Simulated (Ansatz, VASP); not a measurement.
Given: the input of a run of Ansatz 0.2.0 on MnS.

input.yaml

```yaml
crystal:
  lattice:
    - [0.0, 2.4568624933, 2.4568624933]
    - [2.4568624933, 0.0, 2.4568624933]
    - [2.4568624933, 2.4568624933, 0.0]
  atoms:
    - { symbol: Mn, position: [0.0, 0.0, 0.0], spin: 4.0 }
    - { symbol: S, position: [0.75, 0.75, 0.75] }
hamiltonian:
  xc: pbesol
  pseudopotentials: { kind: paw }
magnetization:
  spin_polarized: true
kpoints:
  mp_grid: { grid: [9, 9, 9] }
scf:
  occupations: { method: fermi_dirac, width: 0.05 }
output:
  forces: true
  stress: true
  eigenvalues: true
```

Potentials or basis: Ansatz PAW.

Run with:

```console
$ ansatz run input.yaml --threads 1 --pin off --max-ram 3584MiB --backend cpu --events-out ev --progress --plain --runs-dir out
```

Q: Translate it to VASP 6.6.1. Potentials there: VASP PAW PBE potentials, release 64 (Mn_pv, S).

A: As run (the cutoff follows the program's own potentials):

File INCAR:

```
PREC = Accurate
ENCUT = 520
EDIFF = 1E-7
ISMEAR = -1
SIGMA = 0.05
LREAL = F
LASPH = T
NELM = 150
ALGO = Normal
ISIF = 2
LWAVE = F
LCHARG = F
ISPIN = 2
MAGMOM = 4 0
LORBIT = 11
LMAXMIX = 4
GGA = PS
NBANDS = 20
```

KPOINTS

```
regular mesh
0
Gamma
  9 9 9
```

The input POSCAR:

```
MnS
1.0
    0.0000000000      2.4568624933      2.4568624933
    2.4568624933      0.0000000000      2.4568624933
    2.4568624933      2.4568624933      0.0000000000
Mn S
1 1
Direct
    0.0000000000      0.0000000000      0.0000000000
    0.7500000000      0.7500000000      0.7500000000
```

Potentials or basis: VASP PAW PBE potentials, release 64 (Mn_pv, S).

Run with:

```bash
$ cat potpaw_PBE.64/Mn_pv/POTCAR potpaw_PBE.64/S/POTCAR > POTCAR
$ mpirun -np 1 vasp_std > vasp.out
```

Both were run:

|  | VASP | Ansatz | Ansatz less VASP |
| --- | --- | --- | --- |
| gap on the k mesh at the Fermi level (eV) | none | none | - |
| pressure (GPa) | 0.1 | -0.1 | -0.23 |
| net moment per atom (μB) | 0.10 | 0.11 | +0.003 |
| size of the moment on the site where the two differ most (μB) | 0.20 | 0.18 | -0.018 |

Site moments also hang on the region over which each program counts them. A gap of «none» marks a metal or a gap that the smearing closes. With one functional, cell and mesh, what is left measures potentials, basis and numerics. The two sets of potentials don't hold the same shells in valence.

Caveats: the moment fell far below its start of 4 μB, so a state of higher moment may lie lower in energy; semilocal functionals often make such compounds metallic where correlation or magnetic order opens a gap, which also shifts bond lengths; the PAW data sets were made with another functional, which shifts forces and pressure a little (VASP); the PAW data sets come from PBE, with cores solved anew for the run's functional, which leaves a small shift of forces and pressure (Ansatz); the starting moments weren't kept (Ansatz).
